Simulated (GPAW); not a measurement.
**KF (Carobbiite): G0W0 with GPAW, start to end**

How does a plane-wave GW calculation on KF (Carobbiite) run from the first input to the gap?

Program: GPAW 26.7.0. Level of theory: PBE and many-body steps on it, plane waves. Results are calculated unless marked as measured.

## Step 1: Set-up

Symmetry: Fm-3m, No. 225, cubic system. Conventional cell: a = 5.344 Å, b = 5.344 Å, c = 5.344 Å, α = 90.00°, β = 90.00°, γ = 90.00°. Nearest to K lie 6 F at 2.67 Å. F has 6 K at 2.67 Å nearest. Farther neighbours and most contacts between anions are not listed.

As a file:

```
K F
1.0
     0.00000    2.67185    2.67185
     2.67185    0.00000    2.67185
     2.67185    2.67185    0.00000
K F
1 1
Direct
  0.00000 0.00000 0.00000
  0.50000 0.50000 0.50000
```

The cell and positions come from the Crystallography Open Database and are kept as given unless a step says otherwise.

## Step 2: Ground state

This step: GPAW 26.7.0; DFT, PBE, plane waves, PAW.

The ground-state density comes first.

Input file run.py:

```python
import json
import numpy as np
from gpaw.mpi import world
from ase import Atoms
from gpaw import GPAW, PW, FermiDirac

atoms = Atoms(['K', 'F'],
    cell=[[0.0000000000, 2.6718500000, 2.6718500000],
      [2.6718500000, 0.0000000000, 2.6718500000],
      [2.6718500000, 2.6718500000, 0.0000000000]],
    scaled_positions=[[0.0000000000, 0.0000000000, 0.0000000000],
      [0.5000000000, 0.5000000000, 0.5000000000]],
    pbc=(True, True, True))
calc = GPAW(mode=PW(600),
    xc='PBE',
    kpts={'size': (8, 8, 8), 'gamma': True},
    occupations=FermiDirac(0.001),
    nbands=-7,
    convergence={'density': 1e-6, 'bands': -3},
    maxiter=100,
    txt='gs.txt')
atoms.calc = calc
res = {'energy': atoms.get_potential_energy()}
kpts = calc.get_ibz_k_points()
res['kpts'] = kpts
res['eigenvalues'] = [calc.get_eigenvalues(kpt=k) for k in range(len(kpts))]
res['n_electrons'] = calc.get_number_of_electrons()
calc.write('gs.gpw')

if world.rank == 0:
    with open('result.json', 'w') as f:
        json.dump(res, f, default=lambda x: x.tolist())
```

Started as:

```console
mpirun -n 4 gpaw python run.py
```

Log:

```text
__  _  _
 | _ |_)|_||  |
 |__||  | ||/\| - 26.7.0

Input parameters:
  mode=PW(ecut=600.0),
  convergence={'density': 1e-06, 'bands': -3},
  kpts=MonkhorstPack(size=(8, 8, 8), gamma=True),
  maxiter=100,
  nbands=-7,
  occupations=Occupations(name='fermi-dirac', width=0.001, fixmagmom=False),
  xc=XC(name='PBE')
  [... matrices ...]
Diagonalizing LCAO Hamiltonian
Converting LCAO to pw mode

               F

       K

Atoms  # Å, Bohr magnetons
|   | symbol |        x |        y |        z |    initial magnetic moments |
| 0 |      K | 0.000000 | 0.000000 | 0.000000 | ( 0.0000,  0.0000,  0.0000) |
| 1 |      F | 2.671850 | 2.671850 | 2.671850 | ( 0.0000,  0.0000,  0.0000) |

Unit cell  # Å
| periodic |        x |        y |        z |  lengths |    angles |
|      yes | 0.000000 | 2.671850 | 2.671850 | 3.778567 | 60.000000 |
|      yes | 2.671850 | 0.000000 | 2.671850 | 3.778567 | 60.000000 |
|      yes | 2.671850 | 2.671850 | 0.000000 | 3.778567 | 60.000000 |

Number of symmetries: 48
Symmetry operations  # r_c * U_cc + t_c -> r_c
|    | kind |            matrix            |
|  0 |  σ   |  1, 0, 0,  1, 0,-1,  1,-1, 0 |
|  1 |  C2  |  1, 0, 0,  1,-1, 0,  1, 0,-1 |
|  2 |  E   |  1, 0, 0,  0, 1, 0,  0, 0, 1 |
|  3 |  σ   |  1, 0, 0,  0, 0, 1,  0, 1, 0 |
|  4 |  C4  |  1, 0,-1,  1, 0, 0,  1,-1, 0 |
|  5 |  S6  |  1, 0,-1,  1,-1, 0,  1, 0, 0 |
|  6 |  σ   |  1, 0,-1,  0, 1,-1,  0, 0,-1 |
|  7 |  C3  |  1, 0,-1,  0, 0,-1,  0, 1,-1 |
|  8 |  S6  |  1,-1, 0,  1, 0, 0,  1, 0,-1 |
|  9 |  C4  |  1,-1, 0,  1, 0,-1,  1, 0, 0 |
| 10 |  C3  |  1,-1, 0,  0,-1, 1,  0,-1, 0 |
| 11 |  σ   |  1,-1, 0,  0,-1, 0,  0,-1, 1 |
| 12 |  σ   |  0, 1, 0,  1, 0, 0,  0, 0, 1 |
| 13 |  C4  |  0, 1, 0,  0, 1,-1, -1, 1, 0 |
| 14 |  C3  |  0, 1, 0,  0, 0, 1,  1, 0, 0 |
| 15 |  S6  |  0, 1, 0, -1, 1, 0,  0, 1,-1 |
| 16 |  C2  |  0, 1,-1,  1, 0,-1,  0, 0,-1 |
| 17 |  σ   |  0, 1,-1,  0, 1, 0, -1, 1, 0 |
| 18 |  S4  |  0, 1,-1,  0, 0,-1,  1, 0,-1 |
| 19 |  C4  |  0, 1,-1, -1, 1, 0,  0, 1, 0 |
| 20 |  C3  |  0, 0, 1,  1, 0, 0,  0, 1, 0 |
| 21 |  σ   |  0, 0, 1,  0, 1, 0,  1, 0, 0 |
| 22 |  S6  |  0, 0, 1,  0,-1, 1, -1, 0, 1 |
| 23 |  C4  |  0, 0, 1, -1, 0, 1,  0,-1, 1 |
| 24 |  S4  |  0, 0,-1,  1, 0,-1,  0, 1,-1 |
| 25 |  C3  |  0, 0,-1,  0, 1,-1,  1, 0,-1 |
| 26 |  C2  |  0, 0,-1,  0,-1, 0, -1, 0, 0 |
| 27 |  S6  |  0, 0,-1, -1, 0, 0,  0,-1, 0 |
| 28 |  S4  |  0,-1, 1,  1,-1, 0,  0,-1, 0 |
| 29 |  C4  |  0,-1, 1,  0, 0, 1, -1, 0, 1 |
| 30 |  C2  |  0,-1, 1,  0,-1, 0,  1,-1, 0 |
| 31 |  σ   |  0,-1, 1, -1, 0, 1,  0, 0, 1 |
| 32 |  C3  |  0,-1, 0,  1,-1, 0,  0,-1, 1 |
| 33 |  S6  |  0,-1, 0,  0, 0,-1, -1, 0, 0 |
| 34 |  S4  |  0,-1, 0,  0,-1, 1,  1,-1, 0 |
| 35 |  C2  |  0,-1, 0, -1, 0, 0,  0, 0,-1 |
| 36 |  C2  | -1, 1, 0,  0, 1, 0,  0, 1,-1 |
| 37 |  S6  | -1, 1, 0,  0, 1,-1,  0, 1, 0 |
| 38 |  S4  | -1, 1, 0, -1, 0, 1, -1, 0, 0 |
| 39 |  C3  | -1, 1, 0, -1, 0, 0, -1, 0, 1 |
| 40 |  S6  | -1, 0, 1,  0, 0, 1,  0,-1, 1 |
| 41 |  C2  | -1, 0, 1,  0,-1, 1,  0, 0, 1 |
| 42 |  C3  | -1, 0, 1, -1, 1, 0, -1, 0, 0 |
| 43 |  S4  | -1, 0, 1, -1, 0, 0, -1, 1, 0 |
| 44 |  C2  | -1, 0, 0,  0, 0,-1,  0,-1, 0 |
| 45 |  i   | -1, 0, 0,  0,-1, 0,  0, 0,-1 |
| 46 |  σ   | -1, 0, 0, -1, 1, 0, -1, 0, 1 |
| 47 |  C2  | -1, 0, 0, -1, 0, 1, -1, 1, 0 |

BZ-sampling:
  Number of BZ points: 512
  Number of IBZ points: 29

  Monkhorst-Pack size: [8, 8, 8]
  Monkhorst-Pack shift: [0.0625, 0.0625, 0.0625]

K-points  # in reciprocal-cell coordinates
|     |                                coordinates |     weight |
|   0 | (  0.00000000,   0.00000000,   0.00000000) | 0.00195312 |
|   1 | (  0.12500000,   0.12500000,   0.00000000) | 0.01171875 |
|   2 | (  0.12500000,   0.12500000,   0.12500000) | 0.01562500 |
|   3 | (  0.25000000,   0.12500000,   0.12500000) | 0.02343750 |
|   4 | (  0.25000000,   0.25000000,   0.00000000) | 0.01171875 |
|   5 | (  0.25000000,   0.25000000,   0.12500000) | 0.04687500 |
|   6 | (  0.25000000,   0.25000000,   0.25000000) | 0.01562500 |
|   7 | (  0.37500000,   0.25000000,  -0.37500000) | 0.04687500 |
|   8 | (  0.37500000,   0.25000000,   0.12500000) | 0.04687500 |
|   9 | (  0.37500000,   0.25000000,   0.25000000) | 0.04687500 |
| ... |                                            |            |
|  28 | (  0.50000000,   0.50000000,   0.50000000) | 0.00781250 |

Plane wave coefficients: 1287
Cutoff: 600.0 eV

Spin-components: 1 (collinear spins)
Bands:           15
Projectors:      10
Spin-degeneracy: 2
Datatype:        complex128

  Storage: CPU
  Wave functions: 8_651_280 bytes (2_162_820 per core)
  Projectors: 12_111_792 bytes (3_027_948 per core)
  [... matrices ...]
Parallelization:
  kpt:    4
  domain: 1
  band:   1

Density:
  Valence electrons: 16.0
  Components: 1
  Grid points: [24 24 24]
  Charge: 0.0  # |e|

Potential:
  Grid points: [24 24 24]

species:
  K:
    name:    Potassium
    Z:       19.0
    valence: 9
    core:    10
    charge:  0.0  # [|e|]
    compensation charges:
      type: gauss
      rc: 0.35  # [Å]
      lmax: 2
    cutoffs:
      filter: 1.91  # [Å]
      core: 1.27  # [Å]
    projectors
    | kind |    occ | energy [eV] | rcut [Å] |
    |   3s |  2.000 |     -35.338 |    1.122 |
    |   4s |  1.000 |      -2.319 |    1.122 |
    |   3p |  6.000 |     -18.813 |    1.106 |
    |    p |        |       8.398 |    1.106 |
    |    d |        |       0.000 |    0.937 |

    Using partial waves for K as LCAO basis

  F:
    name:    Fluorine
    Z:       9.0
    valence: 7
    core:    2
    charge:  0.0  # [|e|]
    compensation charges:
      type: gauss
      rc: 0.20  # [Å]
      lmax: 2
    cutoffs:
      filter: 1.14  # [Å]
      core: 0.74  # [Å]
    projectors
    | kind |    occ | energy [eV] | rcut [Å] |
    |   2s |  2.000 |     -29.898 |    0.635 |
    |   2p |  5.000 |     -11.110 |    0.635 |
    |    s |        |      -2.687 |    0.635 |
    |    p |        |      16.102 |    0.635 |
    |    d |        |       0.000 |    0.635 |

    Using partial waves for F as LCAO basis

Reference energy: -19096.334004  # eV

eigensolver:
  PPCG
  Converge bands: -3
  niter=2

density mixing:
  MSR1-Mixer
  Pratt-step length: 0.05
  Maximum mixing coefficient: 0.75
  Old densities: 10
  SVD Regularization: 0.005
  Good broyden scale: 1.0
  Trust region scale: 1.0
  Backstep threshold: 4.0
  History deletion threshold: 6.0
  Fourier metric: weight=20.0, sigma=0.015

occupation numbers:
  Fermi-Dirac:
    width: 0.0010  # eV

poisson solver:
  ecut: 4800.0  # eV

xc functional:
  name: PBE with 2 nearest neighbor stencil

Initialization done in: 0.945 s

convergence criteria:
- Maximum integral of absolute [dens]ity change: 1e-06 electrons / valence electron
- Maximum [total energy] change in last 3 cyles: 0.0005 eV / valence electron
- Maximum integral of absolute [eigenst]ate change: 4e-08 eV^2 / valence electron
maximum number of iterations: 100

SCF iterations
|iter     |     time |      energy | eigst |  dens |
|iter:   1|  |   -9.093235 | +2.41 |       |
|iter:   2|  |   -8.913417 | +1.01 | -1.17 |
|iter:   3|  |   -8.391372 | +0.06 | -1.21 |
|iter:   4|  |   -8.388634 | -1.09 | -1.53 |
|iter:   5|  |   -8.394802c| -1.59 | -1.80 |
|iter:   6|  |   -8.395294c| -3.17 | -2.50 |
|iter:   7|  |   -8.395348c| -4.05 | -3.16 |
|iter:   8|  |   -8.395356c| -4.78 | -3.63 |
|iter:   9|  |   -8.395356c| -5.87 | -4.86 |
|iter:  10|  |   -8.395356c| -6.52 | -5.18 |
|iter:  11|  |   -8.395356c| -7.06 | -6.42c|
|iter:  12|  |   -8.395356c| -7.65c| -7.03c|

Converged in 12 steps
SCF loop duration: 3.504 s (0.292 s/step)
Energy contributions relative to reference atoms: (reference = -19096.334004)
  [... matrices ...]
Energy contributions:
  Kinetic:           7.045445
  Coulomb:          -5.612990
  Zero:             -0.449763
  External:          0.000000
  Xc:               -9.378047
  Entropy:          -0.000000
  Spinorbit:         0.000000
  ----------------------------
  Free energy:      -8.395356
  Extrapolated:     -8.395356

dipole moment: (-19.464443, -19.464443, -19.464443)  # |e|*Ang

Fermi level: 1.443
Eigenvalues  # (at kpt = [0.000, 0.000, 0.000])
| band index |      eig [eV] | occ [0-2] |
|          0 |       -26.447 |     2.000 |
|          1 |       -19.021 |     2.000 |
|          2 |        -9.732 |     2.000 |
|          3 |        -9.732 |     2.000 |
|          4 |        -9.732 |     2.000 |
|          5 |        -0.351 |     2.000 |
|          6 |        -0.351 |     2.000 |
|          7 |        -0.351 |     2.000 |
|          8 |         5.830 |     0.000 |
|          9 |        10.304 |     0.000 |
|         10 |        10.304 |     0.000 |
|         11 |        10.304 |     0.000 |
|         12 |        11.909 |     0.000 |
|         13 |        11.909 |     0.000 |
|         14 |        16.538 |     0.000 |

Gap: 6.182 eV
Transition (v -> c):
  (s=0, k=0, n=7, [0.00, 0.00, 0.00]) -> (s=0, k=0, n=8, [0.00, 0.00, 0.00])
No difference between direct/indirect transitions
# Writing to gs.gpw (mode='')
  [... matrices ...]
```

It took 6 s on 4 MPI ranks of Arm Neoverse V2, shared host; peak memory 0.64 GiB; 24 s of CPU time.

This step gave:

```
total energy               : -8.395 eV
gap                        : 6.182 eV
k of the valence top       : 0, 0, 0
k of the conduction bottom : 0, 0, 0
least direct gap           : 6.182 eV
```

The gap is direct, at Γ.

## Step 3: Bands along the symmetry lines

The cheap functional maps the bands first; the places of the edges decide which points the dearer methods must see.

Input file run.py:

```python
import json
import numpy as np
from gpaw.mpi import world
from gpaw import GPAW

path = [[0.000000, 0.000000, 0.000000],
    [0.062500, 0.000000, 0.062500],
    [0.125000, 0.000000, 0.125000],
    [0.187500, 0.000000, 0.187500],
    [0.250000, 0.000000, 0.250000],
    [0.312500, 0.000000, 0.312500],
    [0.375000, 0.000000, 0.375000],
    [0.437500, 0.000000, 0.437500],
    [0.500000, 0.000000, 0.500000],
    [0.515625, 0.031250, 0.515625],
    [0.531250, 0.062500, 0.531250],
    [0.546875, 0.093750, 0.546875],
    [0.562500, 0.125000, 0.562500],
    [0.578125, 0.156250, 0.578125],
    [0.593750, 0.187500, 0.593750],
    [0.609375, 0.218750, 0.609375],
    [0.625000, 0.250000, 0.625000],
    [0.375000, 0.375000, 0.750000],
    [0.328125, 0.328125, 0.656250],
    [0.281250, 0.281250, 0.562500],
    [0.234375, 0.234375, 0.468750],
    [0.187500, 0.187500, 0.375000],
    [0.140625, 0.140625, 0.281250],
    [0.093750, 0.093750, 0.187500],
    [0.046875, 0.046875, 0.093750],
    [0.000000, 0.000000, 0.000000],
    [0.062500, 0.062500, 0.062500],
    [0.125000, 0.125000, 0.125000],
    [0.187500, 0.187500, 0.187500],
    [0.250000, 0.250000, 0.250000],
    [0.312500, 0.312500, 0.312500],
    [0.375000, 0.375000, 0.375000],
    [0.437500, 0.437500, 0.437500],
    [0.500000, 0.500000, 0.500000],
    [0.500000, 0.468750, 0.531250],
    [0.500000, 0.437500, 0.562500],
    [0.500000, 0.406250, 0.593750],
    [0.500000, 0.375000, 0.625000],
    [0.500000, 0.343750, 0.656250],
    [0.500000, 0.312500, 0.687500],
    [0.500000, 0.281250, 0.718750],
    [0.500000, 0.250000, 0.750000],
    [0.500000, 0.218750, 0.718750],
    [0.500000, 0.187500, 0.687500],
    [0.500000, 0.156250, 0.656250],
    [0.500000, 0.125000, 0.625000],
    [0.500000, 0.093750, 0.593750],
    [0.500000, 0.062500, 0.562500],
    [0.500000, 0.031250, 0.531250],
    [0.500000, 0.000000, 0.500000]]
calc = GPAW('gs.gpw').fixed_density(kpts=path,
    symmetry='off',
    nbands=18,
    convergence={'bands': 14},
    txt='bands.txt')
res = {}
kpts = calc.get_ibz_k_points()
res['kpts'] = kpts
res['eigenvalues'] = [calc.get_eigenvalues(kpt=k) for k in range(len(kpts))]
res['n_electrons'] = calc.get_number_of_electrons()

if world.rank == 0:
    with open('result.json', 'w') as f:
        json.dump(res, f, default=lambda x: x.tolist())
```

Started as:

```console
mpirun -n 4 gpaw python run.py
```

Log:

```text
Diagonalizing LCAO Hamiltonian
Converting LCAO to pw mode
convergence criteria:
- Maximum integral of absolute [eigenst]ate change: 4e-08 eV^2 / valence electron
maximum number of iterations: 100

SCF iterations
|iter     |     time |      energy | eigst |  dens |
|iter:   1|  |             | +2.67 |       |
|iter:   2|  |             | +1.68 |       |
|iter:   3|  |             | +0.32 |       |
|iter:   4|  |             | -1.38 |       |
|iter:   5|  |             | -3.09 |       |
|iter:   6|  |             | -4.77 |       |
|iter:   7|  |             | -6.40 |       |
|iter:   8|  |             | -7.65c|       |
SCF steps: 8
  __  _  _
 | _ |_)|_||  |
 |__||  | ||/\| - 26.7.0

Input parameters:
  mode=PW(ecut=600.0),
  convergence={'bands': 14},
  gpts=array([24, 24, 24]),
  kpts=KPoints(kpts=array([[0.      , 0.      , 0.      ],
         [0.0625  , 0.      , 0.0625  ],
         [0.125   , 0.      , 0.125   ],
         [0.1875  , 0.      , 0.1875  ],
[...]
[0.515625, 0.03125 , 0.515625],
[...]
[0.546875, 0.09375 , 0.546875],
[...]
[0.578125, 0.15625 , 0.578125],
[...]
[0.609375, 0.21875 , 0.609375],
[...]
[0.328125, 0.328125, 0.65625 ],
[...]
[0.234375, 0.234375, 0.46875 ],
[...]
[0.140625, 0.140625, 0.28125 ],
[...]
[0.046875, 0.046875, 0.09375 ],
[...]
[0.5     , 0.0625  , 0.5625  ],
         [0.5     , 0.03125 , 0.53125 ],
         [0.5     , 0.      , 0.5     ]])),
  maxiter=100,
  nbands=18,
  occupations=Occupations(name='fermi-dirac', width=0.001, fixmagmom=False),
  parallel={},
  symmetry=Symmetry(point_group=False, time_reversal=False),
  xc=XC(name='PBE')
  [... matrices ...]
timing:  # [seconds]
  Total: 0.024  # ━━━━━━━━━━━━━━━━━━━━━━━━━━━━━━━━━━━━━━━━━━━━━━━━━━━━━━━━━━━
```

It took 6.2 s on 4 MPI ranks; peak memory 0.67 GiB.

This step gave:

```yaml
gap: 6.182 eV
k_of_the_valence_top: 0, 0, 0
k_of_the_conduction_bottom: 0, 0, 0
least_direct_gap: 6.182 eV
```

The gap is 6.182 eV, as in the run before at this level.

Electronic bands along the path, in eV, zero at the top of the highest filled band; v1 is the highest filled band, c1 the lowest empty one:

```
    point     v4     v3     v2     v1    c1     c2     c3     c4
        Γ  -9.38   0.00   0.00   0.00  6.18  10.66  10.66  10.66
  halfway  -9.48  -0.49  -0.05  -0.05  7.98   9.17  12.07  12.07
        X  -9.59  -0.21  -0.06  -0.06  8.22  10.30  11.80  13.44
  halfway  -9.57  -0.21  -0.14  -0.10  8.43  10.52  11.40  13.45
        U  -9.53  -0.34  -0.20  -0.19  8.96  10.71  11.04  13.45
jump to K  -9.53  -0.34  -0.20  -0.19  8.96  10.71  11.04  13.45
  halfway  -9.39  -0.54  -0.27  -0.08  8.23   9.82  11.59  11.68
        Γ  -9.38   0.00   0.00   0.00  6.18  10.66  10.66  10.66
  halfway  -9.40  -0.44  -0.18  -0.18  7.69  10.08  11.36  11.36
        L  -9.42  -0.79  -0.34  -0.34  9.08  10.59  12.00  12.00
  halfway  -9.45  -0.57  -0.28  -0.26  9.41  10.08  11.63  12.62
        W  -9.47  -0.40  -0.17  -0.17  9.73   9.73  11.16  13.31
  halfway  -9.53  -0.23  -0.21  -0.10  8.64  10.69  11.03  13.43
        X  -9.59  -0.21  -0.06  -0.06  8.22  10.30  11.80  13.44
```

The electronic bands as a text plot (rows in eV, shown from -8.0 to 12.2 only):

```
   11.8 |    +++  ++++++   ++++++++         ++++++++++++       ++
   10.9 |++++          ++++      +++++++++++     +++    +++++++
   10.1 |  ++      ++++    ++++++++++    ++++++++   +++++++++  ++
    9.2 |    +++  +       ++++++                +++++++++  ++
    8.4 |     ++++++++++++      +            +++             ++++
    7.6 |    +                   ++         +
    6.7 | +++                      +++   +++
    5.9 |+                            +++
    5.0 |
    4.2 |
    3.4 |
    2.5 |
    1.7 |
    0.8 |
    0.0 |********************************************************
   -0.9 |     ****         ******           *************
   -1.7 |
   -2.5 |
   -3.4 |
   -4.2 |
   -5.1 |
   -5.9 |
   -6.7 |
   -7.6 |
         Γ           X  U|K            Γ         L        W     X
```

## Step 4: Empty states on the mesh, 6×6×6 mesh, 96 bands

The sums over transitions need many empty states on a uniform mesh; this step solves for them.

Input file run.py:

```python
import json
import numpy as np
from gpaw.mpi import world
from gpaw import GPAW

calc = GPAW('gs.gpw').fixed_density(kpts={'size': (6, 6, 6), 'gamma': True},
    parallel={'domain': 1, 'band': 1},
    txt='nscf.txt')
calc.diagonalize_full_hamiltonian(nbands=96)
calc.write('full.gpw', mode='all')
res = {}
kpts = calc.get_ibz_k_points()
res['kpts'] = kpts
res['eigenvalues'] = [calc.get_eigenvalues(kpt=k) for k in range(len(kpts))]
res['n_electrons'] = calc.get_number_of_electrons()

if world.rank == 0:
    with open('result.json', 'w') as f:
        json.dump(res, f, default=lambda x: x.tolist())
```

Started as:

```console
mpirun -n 4 gpaw python run.py
```

Log:

```text
Diagonalizing LCAO Hamiltonian
Converting LCAO to pw mode
convergence criteria:
- Maximum integral of absolute [eigenst]ate change: 4e-08 eV^2 / valence electron
maximum number of iterations: 100

SCF iterations
|iter     |     time |      energy | eigst |  dens |
|iter:   1|  |             | +2.36 |       |
|iter:   2|  |             | +1.43 |       |
|iter:   3|  |             | +0.25 |       |
[...]
|iter:  11|  |             | -6.57 |       |
|iter:  12|  |             | -7.29 |       |
|iter:  13|  |             | -7.83c|       |
SCF steps: 13
  __  _  _
 | _ |_)|_||  |
 |__||  | ||/\| - 26.7.0

Input parameters:
  mode=PW(ecut=600.0),
  convergence={'density': 1e-06, 'bands': -3},
  gpts=array([24, 24, 24]),
  kpts=MonkhorstPack(size=(6, 6, 6), gamma=True),
  maxiter=100,
  nbands=15,
  occupations=Occupations(name='fermi-dirac', width=0.001, fixmagmom=False),
  parallel={'domain': 1, 'band': 1},
  xc=XC(name='PBE')
Matrix size: 1303x1303
# Writing to full.gpw (mode='all')
  [... matrices ...]

timing:  # [seconds]
  Total: 8.482  # ━━━━━━━━━━━━━━━━━━━━━━━━━━━━━━━━━━━━━━━━━━━━━━━━━━━━━━━━━━━
```

It took 13 s on 4 MPI ranks; peak memory 1.2 GiB; 50 s of CPU time.

Numbers from this step:

```
gap                                                           : 6.182 eV
k of the valence top                                          : 0, 0, 0
k of the conduction bottom                                    : 0, 0, 0
least direct gap                                              : 6.182 eV
k points computed                                             : 16
lowest point of the top converged band, above the valence top : 95.7536 eV
```

On this mesh the gap is 6.182 eV.

(Part 1 of 2 ends here.)

[Paths, hosts, dates, memory and timing lines, banners, echoed tables and standing remarks are left out of the program output.]

[Logs are printed without paths, hosts, clocks, repeated set-up lines and the standing remarks that a program may print on its own settings, such as how far it seeks lower states.]

[Runs of the session that timed out or met a known fault of the program may be left out.]

[Hosts, paths, dates, database ids (printed as entryN), source tags and the programs' standing remarks are cut or masked in the printed files.]
